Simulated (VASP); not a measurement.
# LiF (P6_3mc) in VASP: notebook

Runs on LiF. Level: PBEsol. Tasks: single point.

Program: VASP 6.6.1. These are calculated values, not measurements. Logs are shortened: lines on timing, memory, paths and dates and some standing lists are left out, and cuts for length are marked.

## (1) Starting point

It takes space group P6_3mc (No. 186, hexagonal). Conventional cell: a = 3.061 Å, b = 3.061 Å, c = 4.807 Å, α = 90.00°, β = 90.00°, γ = 120.00°. Around Li (site symmetry 3m) lie 4 F at 1.85 to 1.86 Å. F (site symmetry 3m) has 4 Li at 1.85 to 1.86 Å as nearest neighbours.

Measurements of this composition are mostly on another form, of space group No. 225.

## (2) Single point, PBEsol

Input file INCAR:

```
SYSTEM = LiF
PREC = Accurate
ENCUT = 520
EDIFF = 1E-6
ISMEAR = 0
SIGMA = 0.05
LREAL = .FALSE.
LASPH = .TRUE.
NELM = 80
ALGO = Fast
ISIF = 2
LWAVE = .FALSE.
LCHARG = .FALSE.
GGA = PS
NBANDS = 18
```

Input file KPOINTS:

```
Automatic mesh
0
G
  9 9 6
  0 0 0
```

Input file POSCAR:

```
LiF
1.0
    3.0609398175      0.0000000000      0.0000000000
   -1.5304699087      2.6508516414      0.0000000000
    0.0000000000      0.0000000000      4.8073245700
Li F
2 2
Direct
    0.3333333333      0.6666666667      0.3811542600
    0.6666666667      0.3333333333      0.8811542600
    0.3333333333      0.6666666667      0.9938437400
    0.6666666667      0.3333333333      0.4938437400
```

Potentials or basis: VASP PAW PBE potentials, release 64 (Li_sv, F).

The run is started by

```sh
cat potpaw_PBE.64/Li_sv/POTCAR potpaw_PBE.64/F/POTCAR > POTCAR
mpirun -np 1 vasp_std > vasp.out
```

OUTCAR:

```text
SYSTEM = LiF
   PREC = Accurate
   ENCUT = 520
   EDIFF = 1E-6
   ISMEAR = 0
   LREAL = .FALSE.
   LASPH = .TRUE.
   NELM = 80
   ISIF = 2
   GGA = PS

 ion  position               nearest neighbor table
   1  0.333  0.667  0.381-   4 1.85   4 1.85   4 1.85   3 1.86
   2  0.667  0.333  0.881-   3 1.85   3 1.85   3 1.85   4 1.86
   3  0.333  0.667  0.994-   2 1.85   2 1.85   2 1.85   1 1.86
   4  0.667  0.333  0.494-   1 1.85   1 1.85   1 1.85   2 1.86

  LATTYP: Found a hexagonal cell.
 ALAT       =     3.0609398175
 C/A-ratio  =     1.5705387419

  Lattice vectors:

 A1 = (   3.0609398175,   0.0000000000,   0.0000000000)
 A2 = (  -1.5304699087,   2.6508516414,   0.0000000000)
 A3 = (   0.0000000000,   0.0000000000,   4.8073245700)

Analysis of symmetry for initial positions (statically):
=====================================================================
 Subroutine PRICEL returns:
 Original cell was already a primitive cell.

 Routine SETGRP: Setting up the symmetry group for a
 hexagonal supercell.

 Subroutine GETGRP returns: Found 12 space group operations
 (whereof  6 operations were pure point group operations)
 out of a pool of 24 trial point group operations.

The static configuration has the point symmetry C_3v.
 The point group associated with its full space group is C_6v.

Analysis of symmetry for dynamics (positions and initial velocities):
=====================================================================
 Subroutine PRICEL returns:
 Original cell was already a primitive cell.

 Routine SETGRP: Setting up the symmetry group for a
 hexagonal supercell.

 Subroutine GETGRP returns: Found 12 space group operations
 (whereof  6 operations were pure point group operations)
 out of a pool of 24 trial point group operations.

The dynamic configuration has the point symmetry C_3v.
 The point group associated with its full space group is C_6v.

 Subroutine INISYM returns: Found 12 space group operations
 (whereof  6 operations are pure point group operations),
 and found     1 'primitive' translations

----------------------------------------------------------------------------------------

                                     Primitive cell

  volume of cell :      39.0071

  direct lattice vectors                    reciprocal lattice vectors
     3.060939817  0.000000000  0.000000000     0.326697047  0.188618628  0.000000000
    -1.530469909  2.650851641  0.000000000     0.000000000  0.377237256  0.000000000
     0.000000000  0.000000000  4.807324570     0.000000000  0.000000000  0.208015911

  length of vectors
     3.060939817  3.060939817  4.807324570     0.377237256  0.377237256  0.208015911

  position of ions in fractional coordinates (direct lattice)
     0.333333333  0.666666667  0.381154260
     0.666666667  0.333333333  0.881154260
     0.333333333  0.666666667  0.993843740
     0.666666667  0.333333333  0.493843740

  ion indices of the primitive-cell ions
   primitive index   ion index
                 1           1
                 2           2
                 3           3
                 4           4

----------------------------------------------------------------------------------------

 KPOINTS: Automatic mesh

Automatic generation of k-mesh.
 Grid dimensions read from file:
 generate k-points for:    9    9    6

 Generating k-lattice:

  Cartesian coordinates                     Fractional coordinates (reciprocal lattice)
     0.036299672  0.020957625  0.000000000     0.111111111  0.000000000  0.000000000
     0.000000000  0.041915251  0.000000000     0.000000000  0.111111111  0.000000000
     0.000000000  0.000000000  0.034669319     0.000000000  0.000000000  0.166666667

  Length of vectors
     0.041915251  0.041915251  0.034669319

  Shift w.r.t. Gamma in fractional coordinates (k-lattice)
     0.000000000  0.000000000  0.000000000

 Subroutine IBZKPT returns following result:
 ===========================================

 Found     48 irreducible k-points:

 Following reciprocal coordinates:
            Coordinates               Weight
  0.000000  0.000000  0.000000      1.000000
  0.111111 -0.000000  0.000000      6.000000
  0.222222  0.000000  0.000000      6.000000
  0.333333 -0.000000  0.000000      6.000000
  0.444444  0.000000  0.000000      6.000000
  0.111111  0.111111  0.000000      6.000000
[... 16 lines left out ...]
  0.333333  0.222222  0.166667     24.000000
  0.333333  0.333333  0.166667      4.000000
 [... further k-points ...]
   k-points           NKPTS =     48   k-points in BZ     NKDIM =     48   number of bands    NBANDS=     18
   number of dos      NEDOS =    301   number of ions     NIONS =      4
   total plane-waves  NPLWV =  20736
   dimension x,y,z NGX =    24 NGY =   24 NGZ =   36
   dimension x,y,z NGXF=    48 NGYF=   48 NGZF=   72
   ions per type =               2   2
   NGX,Y,Z   is equivalent  to a cutoff of  13.03, 13.03, 12.45 a.u.
   NGXF,Y,Z  is equivalent  to a cutoff of  26.07, 26.07, 24.90 a.u.
 SYSTEM =  LiF
   PREC   = accura    normal or accurate (medium, high low for compatibility)
   ISTART =      0    job   : 0-new  1-cont  2-samecut
   ICHARG =      2    charge: 1-file 2-atom 10-const
   ISPIN  =      1    spin polarized calculation?
   LNONCOLLINEAR =      F non collinear calculations
   LSORBIT =      F    spin-orbit coupling
   LASPH  =      T    aspherical Exc in radial PAW
   ENCUT  =  520.0 eV  38.22 Ry    6.18 a.u.   5.69  5.69  8.94*2*pi/ulx,y,z
   NELM   =     80;   NELMIN=  2; NELMDL= -5     # of ELM steps
   EDIFF  = 0.1E-05   stopping-criterion for ELM
   LREAL  =      F    real-space projection
   EDIFFG = 0.1E-04   stopping-criterion for IOM
   NSW    =      0    number of steps for IOM
   IBRION =     -1    ionic relax: 0-MD 1-quasi-New 2-CG
   NFREE  =      0    steps in history (QN), initial steepest desc. (CG)
   ISIF   =      2    stress and relaxation
   ISYM   =      2    0-nonsym 1-usesym 2-fastsym
   POTIM  = 0.5000    time-step for ionic-motion
   TEBEG  =    0.0;   TEEND  =   0.0 temperature during run
   PSTRESS=    0.0 pullay stress
   NELECT =      20.0000    total number of electrons
   NUPDOWN=      -1.0000    fix difference up-down
   EMIN   =  10.00;   EMAX   =-10.00  energy-range for DOS
   EFERMI =   0.00;   METHOD = LEGACY
   ISMEAR =     0;   SIGMA  =   0.05  broadening in eV -4-tet -1-fermi 0-gaus
   EFERMI_NEDOS =   21; number of points for ismear=-14 and -15
   IALGO  =     68    algorithm
   IMIX   =      4    mixing-type and parameters
     AMIX     =   0.40;   BMIX     =  1.00
     AMIX_MAG =   1.60;   BMIX_MAG =  1.00
  volume/ion in A,a.u.               =       9.75        65.81
  Fermi-wavevector in a.u.,A,eV,Ry     =   1.310299  2.476105 23.359603  1.716882
  Thomas-Fermi vector in A             =   2.440838
   LORBIT       =      0    0 simple, 1 ext, 2 COOP (PROOUT), +10 PAW based schemes
   GGA     = PS    functional components
   LHFCALC =     F    Hartree Fock is set to
   AEXX    =    0.0000 exact exchange contribution
   IVDW    =     0    specifies the selected vdW correction
   LEPSILON=     F    determine dielectric tensor
   LRPA    =     F    only Hartree local field effects (RPA)
 non-spin polarized calculation
 RMM-DIIS sequential band-by-band and
 Gauss-broadening in eV      SIGMA  =   0.05
  energy-cutoff  :      520.00
  volume of cell :       39.01
 maximum number of plane-waves:      1085
 NGX is ok and might be reduce to    24
   NGX = 11   NGY = 11   NGZ = 17

 number of electron      20.0000020 magnetization

 Free energy of the ion-electron system (eV)
  ---------------------------------------------------
  ext. energy  EPLUGINS =         0.00000000
  ---------------------------------------------------
  free energy    TOTEN  =       -19.59901820 eV

  energy without entropy =      -19.59901820  energy(sigma->0) =      -19.59901820

 E-fermi :  -2.2182     XC(G=0):  -9.1148

 val. band max:       -2.4644072134   @ k =   0.0000   0.0000   0.0000
 cond. band min:       5.2711813450   @ k =   0.0000   0.0000   0.0000
 fundamental gap:      7.7355885585
 Fermi energy:        -2.2181776360

 k-point     1 :       0.0000    0.0000    0.0000
  band No.  band energies     occupation
      1     -42.1774      2.00000
      2     -42.1295      2.00000
      3     -21.8114      2.00000
      4     -21.5675      2.00000
      5      -4.7137      2.00000
      6      -2.9427      2.00000
[... 10 lines left out ...]
     17      17.2265      0.00000
     18      17.8955      0.00000

 k-point     2 :       0.1111   -0.0000    0.0000
  band No.  band energies     occupation
      1     -42.1729      2.00000
      2     -42.1274      2.00000
      3     -21.7946      2.00000
      4     -21.5629      2.00000
      5      -4.6484      2.00000
      6      -3.0802      2.00000
[... 10 lines left out ...]
     17      17.3977      0.00000
     18      17.8989      0.00000

 k-point     3 :       0.2222    0.0000    0.0000
  band No.  band energies     occupation
      1     -42.1613      2.00000
      2     -42.1231      2.00000
      3     -21.7495      2.00000
      4     -21.5548      2.00000
      5      -4.4822      2.00000
      6      -3.4684      2.00000
[... 10 lines left out ...]
     17      17.4583      0.00000
     18      17.6864      0.00000

 k-point     4 :       0.3333   -0.0000    0.0000
  band No.  band energies     occupation
      1     -42.1469      2.00000
      2     -42.1193      2.00000
      3     -21.6907      2.00000
      4     -21.5519      2.00000
      5      -4.3895      2.00000
      6      -3.7822      2.00000
[... 10 lines left out ...]
     17      17.0994      0.00000
     18      18.2420      0.00000

 k-point     5 :       0.4444    0.0000    0.0000
  band No.  band energies     occupation
      1     -42.1360      2.00000
      2     -42.1184      2.00000
      3     -21.6418      2.00000
      4     -21.5602      2.00000
      5      -4.5351      2.00000
      6      -3.7569      2.00000
[... 10 lines left out ...]
     17      16.7980      0.00000
     18      19.0423      0.00000

 k-point     6 :       0.1111    0.1111    0.0000
  band No.  band energies     occupation
      1     -42.1649      2.00000
      2     -42.1243      2.00000
      3     -21.7637      2.00000
      4     -21.5569      2.00000
      5      -4.5282      2.00000
      6      -3.3432      2.00000
[... 10 lines left out ...]
     17      17.6838      0.00000
     18      18.0826      0.00000

 k-point     7 :       0.2222    0.1111    0.0000
  band No.  band energies     occupation
      1     -42.1518      2.00000
      2     -42.1204      2.00000
      3     -21.7116      2.00000
      4     -21.5516      2.00000
      5      -4.3487      2.00000
      6      -3.8188      2.00000
[... 10 lines left out ...]
     17      17.6124      0.00000
     18      18.9108      0.00000

 k-point     8 :       0.3333    0.1111    0.0000
  band No.  band energies     occupation
      1     -42.1388      2.00000
      2     -42.1184      2.00000
      3     -21.6559      2.00000
      4     -21.5553      2.00000
      5      -4.4262      2.00000
      6      -3.9104      2.00000
[... 10 lines left out ...]
     17      16.9880      0.00000
     18      18.5145      0.00000
[... 229 lines left out ...]
     17      17.4660      0.00000
     18      18.0789      0.00000

 k-point    20 :       0.3333    0.1111    0.1667
  band No.  band energies     occupation
      1     -42.1374      2.00000
      2     -42.1198      2.00000
      3     -21.6499      2.00000
      4     -21.5631      2.00000
      5      -4.4018      2.00000
      6      -3.9180      2.00000
[... 10 lines left out ...]
     17      17.0319      0.00000
     18      18.4606      0.00000

 k-point    21 :       0.4444    0.1111    0.1667
  band No.  band energies     occupation
      1     -42.1317      2.00000
      2     -42.1197      2.00000
      3     -21.6232      2.00000
      4     -21.5692      2.00000
      5      -4.5272      2.00000
      6      -3.8439      2.00000
[... 10 lines left out ...]
     17      16.7537      0.00000
     18      18.7120      0.00000

 k-point    22 :       0.2222    0.2222    0.1667
  band No.  band energies     occupation
      1     -42.1385      2.00000
      2     -42.1199      2.00000
      3     -21.6552      2.00000
      4     -21.5616      2.00000
      5      -4.2260      2.00000
      6      -4.1264      2.00000
[... 10 lines left out ...]
     17      17.3641      0.00000
     18      18.5860      0.00000

 k-point    23 :       0.3333    0.2222    0.1667
  band No.  band energies     occupation
      1     -42.1293      2.00000
      2     -42.1199      2.00000
      3     -21.6147      2.00000
      4     -21.5692      2.00000
      5      -4.4804      2.00000
      6      -3.9147      2.00000
[... 10 lines left out ...]
     17      16.7205      0.00000
     18      18.9228      0.00000

 k-point    24 :       0.3333    0.3333    0.1667
  band No.  band energies     occupation
      1     -42.1230      2.00000
      2     -42.1230      2.00000
      3     -21.5858      2.00000
      4     -21.5858      2.00000
      5      -4.5349      2.00000
      6      -3.7224      2.00000
[... 10 lines left out ...]
     17      16.1086      0.00000
     18      18.8296      0.00000

 [... further k-points ...]

------------------------ aborting loop because EDIFF is reached ----------------------------------------

  FORCE on cell =-STRESS in cart. coord.  units (eV):
  Direction    XX          YY          ZZ          XY          YZ          ZX
  --------------------------------------------------------------------------------------
  -------------------------------------------------------------------------------------
  Total        0.3901996      0.3901996      0.2455912      0.0000000      0.0000000      0.0000000
  in kB       16.0270548     16.0270548     10.0874101      0.0000000      0.0000000      0.0000000
  external PRESSURE =      14.0471732 kB  Pullay stress =       0.0000000 kB

 VOLUME and BASIS-vectors are now :
 -----------------------------------------------------------------------------
  energy-cutoff  :      520.00
  volume of cell :       39.01
      direct lattice vectors                 reciprocal lattice vectors
     3.060939817  0.000000000  0.000000000     0.326697047  0.188618628  0.000000000
    -1.530469909  2.650851641  0.000000000     0.000000000  0.377237256  0.000000000
     0.000000000  0.000000000  4.807324570     0.000000000  0.000000000  0.208015911

 POSITION                                       TOTAL-FORCE (eV/Angst)
 -----------------------------------------------------------------------------------
     -0.00000      1.76723      1.83233        -0.000000     -0.000000     -0.000890
      1.53047      0.88362      4.23599         0.000000      0.000000     -0.000890
     -0.00000      1.76723      4.77773        -0.000000     -0.000000      0.000890
      1.53047      0.88362      2.37407         0.000000      0.000000      0.000890
 -----------------------------------------------------------------------------------
    total drift:                                0.000001      0.000001     -0.003981

  FREE ENERGIE OF THE ION-ELECTRON SYSTEM (eV)
  ---------------------------------------------------
  free  energy   TOTEN  =       -19.5990182011 eV

  energy  without entropy=      -19.5990182011  energy(sigma->0) =      -19.59901820
```

Wall time 30 s (1 thread of AMD EPYC 9R45 (Zen 5), shared host); peak memory 0.13 GiB.

What came out:

- Free energy: -19.5990 eV
- Band gap on the k mesh: 7.74 eV, direct

Caveat: the cutoff is under 1.25 times the usual one of these potentials, so pressure, stress and relaxed cells hold a basis-set (Pulay) error; the PAW data sets were made with another functional, which shifts forces and pressure a little; an odd mesh through Γ misses points on the zone boundary, where band edges often lie.

(Part 1 of 2 ends here.)
